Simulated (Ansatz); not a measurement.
# ZnS (F-43m) in Ansatz: further runs

The runs below take ZnS through single point, equation of state, with BPBE.

All numbers are computed with Ansatz 0.2.0; they aren't measurements. Logs are shortened: lines on timing, memory, paths and dates and some standing lists are left out, and cuts for length are marked.

**Measured values to compare with.**

From “Electronic, vibrational, and thermodynamic properties of ZnS (zincblende and rocksalt structure)”, 2009, arxiv:0911.5022, for a bulk crystal of ZnS: bulk modulus 76.9 GPa.

The runs below are set against these values where they give the same quantity.

## (1) Starting point

The structure is cubic, space group F-43m (No. 216). The conventional cell has a = 5.404 Å, b = 5.404 Å, c = 5.404 Å, α = 90.00°, β = 90.00°, γ = 90.00°. Zn (site symmetry -43m) has 4 S at 2.34 Å as nearest neighbours. S (site symmetry -43m) is surrounded by 4 Zn at 2.34 Å.

## (2) Single point, BPBE, 18.54 Å³/atom (volume scaled by 0.94)

Input file input.yaml:

```yaml
crystal:
  lattice:
    - [0.0, 2.6468416657, 2.6468416657]
    - [2.6468416657, 0.0, 2.6468416657]
    - [2.6468416657, 2.6468416657, 0.0]
  atoms:
    - { symbol: Zn, position: [0.75, 0.75, 0.75] }
    - { symbol: S, position: [0.0, 0.0, 0.0] }
hamiltonian:
  xc: { exchange: b88, correlation: pbe }
  pseudopotentials: { kind: paw }
kpoints:
  mp_grid: { grid: [9, 9, 9] }
scf:
  occupations: { method: fermi_dirac, width: 0.05 }
output:
  forces: true
  stress: true
  eigenvalues: true
```

Potentials or basis: Ansatz PAW.

The run is started by

```console
ansatz run input.yaml --threads 2 --pin off --max-ram 5120MiB --backend cpu --events-out ev --progress --plain --runs-dir out
```

Standard output:

```text
Warning: RAYON_NUM_THREADS=2 ignored (pool sized by the plan → 2); use --threads N
Engine: ansatz 0.2.0, aarch64-unknown-linux-gnu
Pseudopotentials: kind: paw
Pseudopotential: Zn, paw, valence charge 12, recommended cutoff 420 eV (normal), Zn.paw.azcp
Pseudopotential: S, paw, valence charge 6, recommended cutoff 420 eV (normal), S.paw.azcp
Functional definition: unnamed
  exchange = b88_x
  correlation = pbe_c
Crystal: 2 atoms, lattice volume = 37.086 Å³
Basis set: ecut = 420 eV, 725 PW (Γ), exchange–correlation on 54×54×54 points (8 copies of the dense FFT grid, shifted against one another)
Bands: 13, of which v1, the nominal top of the filled ones, is band 9 counted from 1 (8 counted from 0)
Symmetry: 24 space group operations
Space group: F-43m (ITA 216), of the structure as read, at distance tolerance 3.3e-5 Å
k-points: 35 of 729 (time reversal used)
Non-local potential: Zn, projectors of the file, l = 0: 2, l = 1: 2, l = 2: 3, l = 3: 1
Non-local potential: S, projectors of the file, l = 0: 2, l = 1: 2, l = 2: 2
PAW form: soft (Blöchl's): semilocal exchange-correlation on the pseudo side does not see the compensation charge
PAW frozen core: Zn, regenerated for the run's functional, and the local potential with it (the file was generated under x = pbe(κ = 0.804, μ = 0.2195149727645171), c = pbe(β = 0.06672455060314922))
PAW frozen core: S, regenerated for the run's functional, and the local potential with it (the file was generated under x = pbe(κ = 0.804, μ = 0.2195149727645171), c = pbe(β = 0.06672455060314922))
PAW one-centre angular grid: Zn, 590 points (default); XC on 64 Gauss nodes
PAW one-centre angular grid: S, 110 points (default); XC on 64 Gauss nodes
Initial density: superposition of atomic densities (neutral atoms: chi_scale 0, normalization atom), corrected by the library's trained network
Initial wavefunctions: pseudopotential atomic-orbital guess
Functional: x = b88, c = pbe(β = 0.06672455060314922)
SCF iter   1: F=—  HF=-4235.268477 eV  |F-HF|=—  |Δ(HF+E_count)|=         —  Δρ=1.74e-3  dr2=7.38e-4  ethr=1.77e-3  ⟨swp⟩=5.5  Hψ=2722  notcnv=0
preconditioner: auto → none  [insulator: Δε(μ)=2.377 eV  Ē_g=12.549 eV  σ=0.050 eV  W_gap=1.00  n_scr=14 (ndim 8)  ℏωp=25.9 eV  f_vac=0.017  D(μ)=0.00/eV (n_scr^D=0)  ε∞_Penn≈5.2]
SCF iter   2: F=—  HF=-4235.268748 eV  |F-HF|=—  |Δ(HF+E_count)|=   2.71e-4  Δρ=1.63e-3  dr2=4.82e-4  ethr=4.10e-6  ⟨swp⟩=2.0  Hψ=1087  notcnv=0
SCF iter   3: F=—  HF=-4235.268566 eV  |F-HF|=—  |Δ(HF+E_count)|=   1.82e-4  Δρ=3.91e-4  dr2=2.85e-5  ethr=2.68e-6  ⟨swp⟩=2.1  Hψ=672  notcnv=0
SCF iter   4: F=—  HF=-4235.268676 eV  |F-HF|=—  |Δ(HF+E_count)|=   1.11e-4  Δρ=2.64e-4  dr2=3.20e-5  ethr=1.58e-7  ⟨swp⟩=2.0  Hψ=770  notcnv=0
SCF iter   5: F=—  HF=-4235.268666 eV  |F-HF|=—  |Δ(HF+E_count)|=   1.02e-5  Δρ=9.65e-5  dr2=2.74e-6  ethr=1.58e-7  ⟨swp⟩=2.0  Hψ=546  notcnv=0
SCF iter   6: F=—  HF=-4235.268665 eV  |F-HF|=—  |Δ(HF+E_count)|=   8.06e-7  Δρ=2.40e-5  dr2=1.41e-7  ethr=1.52e-8  ⟨swp⟩=2.3  Hψ=771  notcnv=0
SCF iter   7: F=-4235.268665 eV  HF=-4235.268665 eV  |F-HF|=5.80e-9  |Δ(HF+E_count)|=   1.54e-8  Δρ=6.11e-6  dr2=1.04e-8  ethr=5.56e-10  ⟨swp⟩=4.0  Hψ=1540  notcnv=0
SCF 1 converged in 7 iterations: F = -4235.268665 eV  dr2 = 1.04e-8
SCF converged after 7 iterations
Free energy (F): -4235.268665 eV
Harris-Foulkes:  -4235.268665 eV  (|F-HF|=5.80e-9)
Internal energy: -4235.268665 eV  (E = F + TS)
E sigma→0 (E₀):  -4235.268665 eV
Fermi energy:    7.800568 eV
--- Per-component energies (eV) ---
  E_band       = 15.038053
  E_kinetic    = 240.167542
  E_local      = -2001.031945  (includes V_loc(G=0)·N_el)
  E_nonlocal   = 642.608520
  E_hartree    = 838.319893
  E_xc         = -236.280318
  E_vxc        = -141.335470  (∫ρ·V_xc dr)
  E_paw        = -2439.455737  (= ΣΔE_a)
  E_vpaw       = -402.008564  (= ΣTr[D̂ρ^β])
  E_aug_tail   = -0.000370  (compensation charges beyond the density's cutoff)
  E_ewald      = -1279.498844
  E_core_change = -0.097406  (= ΣΔE_core)
  E_smearing   = -0.000000  (= −TS)
  E_closure    = -0.000000  (closes the sum)
  Σ components = -4235.268665   (vs F -4235.268665, Δ=0.00e0)
--- Forces (eV/Å), atoms counted from 1 ---
  atom   1  Zn     0.00000000     0.00000000     0.00000000
  atom   2  S     -0.00000000     0.00000000     0.00000000
  max |Σ_I F_I| component: 2.89e-17 eV/Å
--- Stress (GPa, compression-positive) ---
        6.923039      -0.000000      -0.000000
        0.000000       6.923039       0.000000
        0.000000       0.000000       6.923039
  P = ⅓ Tr σ = 6.9230 GPa (69.230 kbar)
--- Band table (eV; the first three rows and the last of 35) ---
  k-point 0: bands = ["-7.0140", "-0.0461", "-0.0461", "-0.0461", "0.5278", "0.5278", "6.5756", "6.5756", "6.5756", "8.9501", "12.8942", "12.8942", "12.8942"]
  k-point 1: bands = ["-6.9108", "-0.0499", "-0.0270", "-0.0270", "0.5260", "0.5260", "5.6119", "6.4432", "6.4432", "9.6468", "12.8374", "13.1165", "13.1165"]
  k-point 2: bands = ["-6.6308", "-0.0315", "0.0179", "0.0179", "0.5271", "0.5271", "3.9978", "6.1382", "6.1382", "10.2033", "13.3617", "13.5007", "13.5007"]
  k-point 34: bands = ["-5.6360", "0.0802", "0.2514", "0.4305", "0.5087", "0.9228", "1.7345", "3.3935", "3.9632", "12.1294", "12.7074", "14.0921", "15.6618"]
```

Wall time 1.1 s (2 threads of Arm Neoverse V1, shared host); peak memory 0.3 GiB.

Results:

```yaml
Free_energy: -4235.2687 eV
Pressure: 6.9 GPa
Band_gap_on_the_k_mesh: 2.37 eV, direct
```

Caveat: odd divisions of the mesh miss points on the zone boundary, where band edges often lie, so the gap on the mesh can be too wide; the PAW data sets come from PBE, with cores solved anew for the run's functional, which leaves a small shift of forces and pressure.

## (3) Single point, BPBE, 18.94 Å³/atom (volume scaled by 0.96)

input.yaml, as its differences from that of step 2:

```diff
@@ -2,5 +2,5 @@
   lattice:
-    - [0.0, 2.6468416657, 2.6468416657]
-    - [2.6468416657, 0.0, 2.6468416657]
-    - [2.6468416657, 2.6468416657, 0.0]
+    - [0.0, 2.6654820099, 2.6654820099]
+    - [2.6654820099, 0.0, 2.6654820099]
+    - [2.6654820099, 2.6654820099, 0.0]
   atoms:
```

Potentials or basis: Ansatz PAW.

The run is started by

```console
ansatz run input.yaml --threads 2 --pin off --max-ram 5120MiB --backend cpu --events-out ev --progress --plain --runs-dir out
```

Run time: 1.2 s. Hardware: 2 threads of Arm Neoverse V1, shared host; peak memory 0.3 GiB.

Results (log left out):

```yaml
Free_energy: -4235.2978 eV
Pressure: 4.9 GPa
Band_gap_on_the_k_mesh: 2.28 eV, direct
```

Caveat: odd divisions of the mesh miss points on the zone boundary, where band edges often lie, so the gap on the mesh can be too wide; the PAW data sets come from PBE, with cores solved anew for the run's functional, which leaves a small shift of forces and pressure.

## (4) Single point, BPBE, 19.33 Å³/atom (volume scaled by 0.98)

input.yaml, as its differences from that of step 3:

```diff
@@ -2,5 +2,5 @@
   lattice:
-    - [0.0, 2.6654820099, 2.6654820099]
-    - [2.6654820099, 0.0, 2.6654820099]
-    - [2.6654820099, 2.6654820099, 0.0]
+    - [0.0, 2.6838652254, 2.6838652254]
+    - [2.6838652254, 0.0, 2.6838652254]
+    - [2.6838652254, 2.6838652254, 0.0]
   atoms:
@@ -19 +19,5 @@
   eigenvalues: true
+  write_density: true
+  write_potential: true
+  elf: true
+  volumetric_format: npy
```

The run is started by

```console
ansatz run input.yaml --threads 2 --pin off --max-ram 5120MiB --backend cpu --events-out ev --progress --plain --runs-dir out
```

Wall time 1.6 s (2 threads of Arm Neoverse V1, shared host); peak memory 0.31 GiB.

Results (log left out):

| Quantity | Value |
| --- | --- |
| Free energy | -4235.3176 eV |
| Pressure | 3.1 GPa |
| Band gap on the k mesh | 2.19 eV, direct |

Caveat: odd divisions of the mesh miss points on the zone boundary, where band edges often lie, so the gap on the mesh can be too wide; the PAW data sets come from PBE, with cores solved anew for the run's functional, which leaves a small shift of forces and pressure.

## (5) Single point, BPBE, 19.73 Å³/atom

Input file input.yaml:

```yaml
crystal:
  lattice:
    - [0.0, 2.702, 2.702]
    - [2.702, 0.0, 2.702]
    - [2.702, 2.702, 0.0]
  atoms:
    - { symbol: Zn, position: [0.75, 0.75, 0.75] }
    - { symbol: S, position: [0.0, 0.0, 0.0] }
hamiltonian:
  xc: { exchange: b88, correlation: pbe }
  pseudopotentials: { kind: paw }
kpoints:
  mp_grid: { grid: [9, 9, 9] }
scf:
  occupations: { method: fermi_dirac, width: 0.05 }
output:
  forces: true
  stress: true
  eigenvalues: true
```

The run is started by

```console
ansatz run input.yaml --threads 2 --pin off --max-ram 5120MiB --backend cpu --events-out ev --progress --plain --runs-dir out
```

Wall time 1.2 s (2 threads of Arm Neoverse V1, shared host); peak memory 0.3 GiB.

Results (log left out):

* Free energy: -4235.3290 eV
* Pressure: 1.5 GPa
* Band gap on the k mesh: 2.11 eV, direct

Caveat: odd divisions of the mesh miss points on the zone boundary, where band edges often lie, so the gap on the mesh can be too wide; the PAW data sets come from PBE, with cores solved anew for the run's functional, which leaves a small shift of forces and pressure.

## (6) Single point, BPBE, 20.12 Å³/atom (volume scaled by 1.02)

input.yaml, as its differences from that of step 5:

```diff
@@ -2,5 +2,5 @@
   lattice:
-    - [0.0, 2.702, 2.702]
-    - [2.702, 0.0, 2.702]
-    - [2.702, 2.702, 0.0]
+    - [0.0, 2.7198945612, 2.7198945612]
+    - [2.7198945612, 0.0, 2.7198945612]
+    - [2.7198945612, 2.7198945612, 0.0]
   atoms:
```

Potentials or basis: Ansatz PAW.

The run is started by

```console
ansatz run input.yaml --threads 2 --pin off --max-ram 5120MiB --backend cpu --events-out ev --progress --plain --runs-dir out
```

Run time: 1.2 s. Hardware: 2 threads of Arm Neoverse V1, shared host; peak memory 0.3 GiB.

It converged, with:

| Quantity | Value |
| --- | --- |
| Free energy | -4235.3329 eV |
| Pressure | 0.1 GPa |
| Band gap on the k mesh | 2.02 eV, direct |

Caveat: odd divisions of the mesh miss points on the zone boundary, where band edges often lie, so the gap on the mesh can be too wide; the PAW data sets come from PBE, with cores solved anew for the run's functional, which leaves a small shift of forces and pressure.

## (7) Single point, BPBE, 20.52 Å³/atom (volume scaled by 1.04)

input.yaml, as its differences from that of step 6:

```diff
@@ -2,5 +2,5 @@
   lattice:
-    - [0.0, 2.7198945612, 2.7198945612]
-    - [2.7198945612, 0.0, 2.7198945612]
-    - [2.7198945612, 2.7198945612, 0.0]
+    - [0.0, 2.7375567091, 2.7375567091]
+    - [2.7375567091, 0.0, 2.7375567091]
+    - [2.7375567091, 2.7375567091, 0.0]
   atoms:
```

The run is started by

```console
ansatz run input.yaml --threads 2 --pin off --max-ram 5120MiB --backend cpu --events-out ev --progress --plain --runs-dir out
```

Wall time 1.2 s (2 threads of Arm Neoverse V1, shared host); peak memory 0.3 GiB.

Results (log left out):

- Free energy: -4235.3301 eV
- Pressure: -1.2 GPa
- Band gap on the k mesh: 1.94 eV, direct

Caveat: odd divisions of the mesh miss points on the zone boundary, where band edges often lie, so the gap on the mesh can be too wide; the PAW data sets come from PBE, with cores solved anew for the run's functional, which leaves a small shift of forces and pressure.

## (8) Single point, BPBE, 20.91 Å³/atom (volume scaled by 1.06)

input.yaml, as its differences from that of step 7:

```diff
@@ -2,5 +2,5 @@
   lattice:
-    - [0.0, 2.7375567091, 2.7375567091]
-    - [2.7375567091, 0.0, 2.7375567091]
-    - [2.7375567091, 2.7375567091, 0.0]
+    - [0.0, 2.7549938462, 2.7549938462]
+    - [2.7549938462, 0.0, 2.7549938462]
+    - [2.7549938462, 2.7549938462, 0.0]
   atoms:
@@ -19 +19,5 @@
   eigenvalues: true
+  write_density: true
+  write_potential: true
+  elf: true
+  volumetric_format: npy
```

The run is started by

```console
ansatz run input.yaml --threads 2 --pin off --max-ram 5120MiB --backend cpu --events-out ev --progress --plain --runs-dir out
```

It took 1.6 s on 2 threads of Arm Neoverse V1, shared host; peak memory 0.31 GiB.

The run converged. Its results:

```
Free energy            : -4235.3212 eV
Pressure               : -2.4 GPa
Band gap on the k mesh : 1.86 eV, direct
```

Caveat: odd divisions of the mesh miss points on the zone boundary, where band edges often lie, so the gap on the mesh can be too wide; the PAW data sets come from PBE, with cores solved anew for the run's functional, which leaves a small shift of forces and pressure.

## (9) Equation of state, BPBE

Potentials or basis: Ansatz PAW.

No new run: the results of the series are fitted here.

Results:

```yaml
Equilibrium_volume: 20.15 Å³/atom
Bulk_modulus: 69 GPa
Pressure_derivative_of_the_bulk_modulus: 4.5
```

Energy against volume, from the lowest point:
| volume (Å³/atom) | energy (meV/atom) |
| --- | --- |
| 18.543 | 32.12 |
| 18.938 | 17.57 |
| 19.332 | 7.67 |
| 19.727 | 1.96 |
| 20.121 | 0.00 |
| 20.516 | 1.41 |
| 20.910 | 5.86 |

Caveat: the potentials were made for another functional, which shifts forces and pressure.

## (10) How close it comes

Step 9. A measured bulk modulus of ZnS is 76.9 GPa (quoted in “Electronic, vibrational, and thermodynamic properties of ZnS (zincblende and rocksalt structure)”, 2009, arxiv:0911.5022); the calculated 69 GPa misses it by -9.7 %. The fit is for a static lattice scaled at fixed shape and fixed fractional positions.
